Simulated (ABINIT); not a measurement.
Set up this calculation in ABINIT 10.8.3 (patched build), as the native input.

```
Task                                            : band structure
Functional                                      : RPBE
Potentials or basis                             : JTH PAW PBE v2.0
Cutoff                                          : 435 eV
k mesh                                          : 12 × 12 × 12
Occupations                                     : fermi-dirac, width 0.05 eV
Spin                                            : no spin polarisation
Fine-grid cutoff                                : 870.764 eV
Exchange and correlation inside the PAW spheres : full angular mesh (pawxcdev 0, this build's default; the released program takes 1)
```

Rh:

```
Rh
1.0
     0.00000    1.89785    1.89785
     1.89785    0.00000    1.89785
     1.89785    1.89785    0.00000
Rh
1
Direct
  0.00000 0.00000 0.00000
```

The input as run:

run.abi

```
ndtset 2

pp_dirpath "./"
pseudos "Rh.GGA_PBE-JTH.xml"

acell 2.6839652093 2.6839652093 2.6839652093 Angstrom
rprim
     0.0000000000     0.7071067812     0.7071067812
     0.7071067812     0.0000000000     0.7071067812
     0.7071067812     0.7071067812     0.0000000000
ntypat 1
znucl 45
natom 1
typat 1
xcart
     0.0000000000     0.0000000000     0.0000000000

ecut 16.0
pawecutdg 32.0

ixc 15

occopt 3
tsmear 0.00183747

nstep 100

iomode 3
prtwf 0
prteig 0
prtebands 0
prtden1 1

kptopt1 1
ngkpt1 12 12 12
nshiftk1 1
shiftk1 0.0 0.0 0.0
nband1 13
tolvrs1 1.0e-9

iscf2 -2
getden2 1
nband2 19
nbdbuf2 4
tolwfr2 1.0e-11
kptopt2 -9
ndivsm2 8
prteig2 1
prtvol2 -3
kptbounds2
     0.0000000000     0.0000000000     0.0000000000
     0.5000000000     0.0000000000     0.5000000000
     0.5000000000     0.2500000000     0.7500000000
     0.3750000000     0.3750000000     0.7500000000
     0.0000000000     0.0000000000     0.0000000000
     0.5000000000     0.5000000000     0.5000000000
     0.6250000000     0.2500000000     0.6250000000
     0.5000000000     0.2500000000     0.7500000000
     0.5000000000     0.5000000000     0.5000000000
     0.3750000000     0.3750000000     0.7500000000
```

Potentials or basis: JTH PAW PBE v2.0.

Launch:

```bash
$ abinit run.abi > log 2>&1
```

Results of the run:

```yaml
Pressure: 11.3 GPa
Band_gap_on_the_k_mesh: none (metal or under the smearing width)
Valence_electrons_inside_the_program's_atomic_spheres: Rh 14.89 (radii [1.1708] Å)
```

Caveat: the PAW data sets were made with another functional, which shifts forces and pressure a little.

Wall time 22 s on 1 thread of Arm Neoverse V1 (shared host), peak memory 0.12 GiB.
